# Reading the vibrations of GaAs in seven questions

Atoms of middling weight held by covalent bonds vibrate at some hundreds of cm⁻¹. That is a quantum of roughly 30 meV, close to the thermal energy at room temperature. Motions that bend bonds instead of stretching them can be several times slower.

The table holds harmonic frequencies of GaAs from density-functional theory with the PBEsol functional. The column "phonon q row" numbers three wave patterns. In pattern 1, called Γ, all unit cells move in step. In patterns 2 (L) and 3 (X), successive atomic planes of the same element move in opposition; the planes are stacked along a body diagonal for L and along a cube edge for X.

Harmonic phonon frequencies of GaAs (F-43m) at a fixed given geometry, from ABINIT 10.8.3 with the PBEsol functional and PseudoDojo v0.4.1 standard scalar-relativistic norm-conserving pseudopotentials. The plane-wave cutoff is 1034 eV, the k mesh 4×4×4 with four shifts, and the q mesh 2×2×2. The acoustic sum rule is imposed, and the Γ rows omit the LO–TO splitting.

```
row  phonon q row (row)  phonon frequency (cm⁻¹)
  1                   1                     0.00
  2                   1                     0.00
  3                   1                     0.00
  4                   1                   264.00
  5                   1                   264.00
  6                   1                   264.00
  7                   2                    57.70
  8                   2                    57.70
  9                   2                   202.10
 10                   2                   232.40
 11                   2                   256.70
 12                   2                   256.70
 13                   3                    73.10
 14                   3                    73.10
 15                   3                   216.20
 16                   3                   232.10
 17                   3                   248.70
 18                   3                   248.70
```

## 1. Why six frequencies for each pattern, and why do some come in pairs?

A unit cell holds one Ga and one As atom, and each can move in three directions, which makes six modes. Three are acoustic: in long waves the two atoms move together. Three are optical: the two atoms move against each other.

At L and X the paired values belong to transverse motion, across the wave, where two sideways directions are equivalent by symmetry. The single values belong to longitudinal motion, along the wave. From bottom to top the order is therefore transverse acoustic (TA, a pair), longitudinal acoustic (LA), longitudinal optical (LO) and transverse optical (TO, a pair).

## 2. Why are exactly two modes at L and X so slow?

Count the bonds. Each cell has six ways to move but only four bonds, so at least two combinations of movements leave all bond lengths unchanged to first order. If bonds resisted nothing but stretching, these two modes would have zero frequency. What holds them up is the resistance to changes of bond angle, which is weak in tetrahedral semiconductors.

The table shows just such a pair, at 57.7 cm⁻¹ for L and 73.1 cm⁻¹ for X. A squared frequency measures stiffness per mass, and on that scale LA exceeds TA about twelvefold at L and ninefold at X. The bond count is a theoretical argument, but it fits both the number of slow modes and their distance from the rest.

## 3. The three optical modes at Γ coincide. Is GaAs nonpolar, then?

It is polar. In the same calculation a displaced atom carries an effective charge of $Z = 2.2$ elementary charges, positive for Ga and negative for As. A long longitudinal wave therefore piles up charge in successive layers, and the resulting electric field pulls the atoms back. A transverse wave builds up no such field. The Γ rows leave this long-range field out, so all three print the TO value of 264 cm⁻¹.

The LO frequency follows by adding the field's contribution to the squared frequency:

$$\omega_{LO}^2=\omega_{TO}^2+\frac{4\pi e^2Z^2}{V\,\varepsilon\,\mu}$$

Here $V = 2\times 22.59$ Å³ is the cell volume, $\varepsilon = 15.9$ the calculated electronic dielectric constant, and $\mu$ the reduced mass of Ga and As, about 36 atomic mass units. The last term comes to about $9.3\times10^3$ cm⁻². This gives $\omega_{LO}=\sqrt{264^2+9.3\times10^3}\approx 281$ cm⁻¹, which is 17 cm⁻¹ above TO.

## 4. How far can that estimate be trusted, and who needs it?

The main weak point is the dielectric constant, which measures how well the electrons screen the field. The measured value is roughly 11, well below the calculated one. Functionals of this kind make the band gap too small and so the screening too strong, and the mesh of electron wave vectors is coarse for a field response. How much each contributes is untested. With 11 in the formula the splitting grows from 17 to 24 cm⁻¹. The effective charges add a smaller uncertainty: as first computed, those of Ga and As failed to cancel by nearly a tenth of their size, and they were then corrected to do so.

The distinction matters in a GaAs transistor channel. As long as fast electrons there stay in the lowest minimum of the conduction band, they lose energy largely to long-wave LO phonons, because these carry the electric field that acts on them. The loss per phonon is thus about 35 meV by this estimate, and the 33 meV of the printed Γ rows belongs to the wrong mode.

## 5. At Γ, LO lies above TO. Why is it below TO at L and X?

Pick one direction of motion and hold one element still. The other then vibrates in a cage of stiffness $K$, with squared frequency $K/m$, where $m$ is its mass. Now release both. Their coupling drives the two squared frequencies apart but keeps their sum at $K/m_{Ga}+K/m_{As}$. If $K$ is the same for every wave pattern, the optical mode must give up whatever the acoustic mode gains. (At X, an atom moving sideways is coupled to neighbours moving in the other sideways direction, but the sum is kept there too.)

At Γ the coupling is complete: the acoustic mode sits at zero and the optical mode has everything. Along the wave, the coupling is much weaker at L and vanishes at X, so LA climbs above 200 cm⁻¹ and LO pays for part of it. LO ends about 49 cm⁻¹ below its estimated value at Γ. Sideways, TA stays low because bending is cheap, so TO has little to pay and falls by only 7 cm⁻¹ to L and 15 cm⁻¹ to X. The soft bond angles of question 2 thus keep TO high. That it ends on top also relies on Ga and As having nearly equal masses, as the next question shows.

## 6. What would change if a lighter element replaced Ga?

At Γ both elements take part in the optical motion, so the reduced mass counts. Put the mass of Al in place of Ga, keep all forces, and TO rises by a factor of 1.35. At X the response is uneven. There symmetry removes the coupling along the wave altogether, so one longitudinal mode moves only Ga and the other only As. The Ga mode would rise by a factor of 1.6, and the As mode would stay where it is. That puts the light-atom mode at 373 or 348 cm⁻¹, depending on which of the two modes is the Ga one. TO at X moves both elements and should scale roughly as at Γ, to about 335 cm⁻¹. LO is then expected to lie above TO at X, so the order found for GaAs doesn't carry over to unequal masses.

The same fact allows a test of the simple picture. Both elements hang on the same bonds, so their cages should be equally stiff, and the masses alone should set LO and LA at X about 8 cm⁻¹ apart. The table has 15.9 cm⁻¹. If the lighter Ga moves in the upper mode, its cage must be 7% stiffer than that of As. If As moves there, its cage must be 24% stiffer. The frequencies alone don't decide between the two, but in neither case are the cages equal.

## 7. Are forces between neighbours enough, and which digits count?

The sum in question 5 gives a second test. Suppose that only Ga–As neighbours act on each other, apart from the electric forces between the charged atoms. The electric part cancels when all three directions are added, so the six squared frequencies should have the same total at Γ, L and X. With the estimated LO included at Γ, the totals at L and X are 7% and 8% higher than there.

A larger LO at Γ would narrow this gap, yet with the dielectric constant of 11 an excess of 5% remains at L. Both tests therefore call for further forces between atoms of the same element. One candidate is a coupling between the lengths of two bonds that share an atom, which ties second neighbours together; the calculation doesn't single this out. The angle stiffness of question 2 also links second neighbours, but it is expected to lower the total slightly, not to raise it. The simple picture gets the order of the modes right and misses the total of the squares by less than a tenth. Along the wave alone it does worse: the squares of LA and LO add up to 20% more at L and 27% more at X than the square of the estimated LO at Γ. Across the wave, by contrast, the squares of TA and TO add up to within 4% of the squared TO at Γ. The electric part doesn't cancel in a single direction, but along the wave it is expected to be smaller at L and X than at Γ, so it can't supply the excess. The missing forces thus seem to stiffen mainly the motion along the wave, and question 5 explains the direction of the LO shift but not its size.

The order of the modes and gaps of 15 cm⁻¹ or more carry most of the argument. The cage test in question 6 is less firm, since it rests on a misfit of about 8 cm⁻¹. The decimals carry nothing. The crystal was held at a given volume, where the calculation reports a tension of 0.7 GPa. Part of that may come from the wave cutoff, which was set to 0.9 of the recommended value, since a low cutoff biases a computed pressure towards tension; real stretching of this size typically lowers optical modes by a few cm⁻¹. The calculation wasn't repeated with a finer mesh or a higher wave cutoff, so the 0.3 cm⁻¹ between LO at L and at X can't be interpreted. The three zeros at Γ are exact only because the calculation was made to respect that shifting the whole crystal costs no energy. The output below lists most of the differences and ratios used here, together with the LO estimate, which has no adjustable parameter.

The analysis program printed:

```
Estimated LO at Gamma, 1/cm: 281.1
Estimated LO minus TO at Gamma, 1/cm: 17.07
The same splitting with a recalled dielectric constant of 11, 1/cm: 24.33
Energy of TO at Gamma, meV: 32.73
Energy of estimated LO at Gamma, meV: 34.85
Fall of TO from Gamma to L, 1/cm: 7.3
Fall of TO from Gamma to X, 1/cm: 15.3
Fall of LO from the Gamma estimate to L, 1/cm: 48.67
Fall of LO from the Gamma estimate to X, 1/cm: 48.97
TO minus LO at L, 1/cm: 24.3
TO minus LO at X, 1/cm: 16.6
Squared frequency ratio LA to TA at L: 12.27
Squared frequency ratio LA to TA at X: 8.747
LO minus LA at X, 1/cm: 15.9
LO minus LA at X from masses alone with LO kept, 1/cm: 8.2
Stiffness ratio Ga to As at X if Ga moves in the upper mode: 1.073
Stiffness ratio As to Ga at X if As moves in the upper mode: 1.238
Excess of summed squares at L over Gamma, percent: 6.829
Excess of summed squares at X over Gamma, percent: 7.607
Excess at L with a recalled dielectric constant of 11, percent: 4.843
LO at L minus LO at X, 1/cm: 0.3
Factor on TO at Gamma for Al mass in place of Ga: 1.349
Factor on the Ga-only mode at X for Al mass in place of Ga: 1.608
```
